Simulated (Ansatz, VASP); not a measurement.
Two plane-wave programs on C

```
C
1.0
     1.24273    0.71749    3.38929
    -1.24273    0.71749    3.38929
     0.00000   -1.43498    3.38929
C
2
Direct
  0.17602 0.17602 0.17602
  0.82398 0.82398 0.82398
```

Change from the starting cell: mode 4 frozen in at +0.095 Å, equal normal strain along x, y and z +0.0083.

Alike in both runs: task single point; functional PBE; dispersion D3(BJ); k mesh 15 × 15 × 15; occupations gaussian, width 0.05 eV; no spin polarisation.

|  | VASP | Ansatz |
| --- | --- | --- |
| version | VASP 6.6.1 | Ansatz 0.2.0 |
| potentials or method | VASP PAW PBE potentials, release 64 (C) | scalar-relativistic, plane waves, PAW |
| plane-wave cutoff (eV) | 520 | 520 |
| valence electrons in the cell | 8 | 8 |

Ansatz gave:

| Item | Value |
| --- | --- |
| gap on the k mesh at the Fermi level (eV) | 0.39 |
| least direct gap on the mesh (eV) | 0.39 |
| pressure (GPa) | -8.6 |
| largest component of the traceless stress (GPa) | 3.14 |
| rms of the force components (eV/Å) | 1.846 |

**Question.** Estimate VASP's values.

**Answer.** gap on the k mesh at the Fermi level (eV): 0.39; least direct gap on the mesh (eV): 0.39; pressure (GPa): -8.2; largest component of the traceless stress (GPa): 2.66; rms of the force components (eV/Å): 1.840.

Atom by atom the forces differ by 0.007 eV/Å (rms over components).

Caveats: an odd mesh through Γ misses points on the zone boundary, where band edges often lie; forces of over 1 eV/Å show positions far from the minimum, so gaps and moduli don't describe the material at rest.
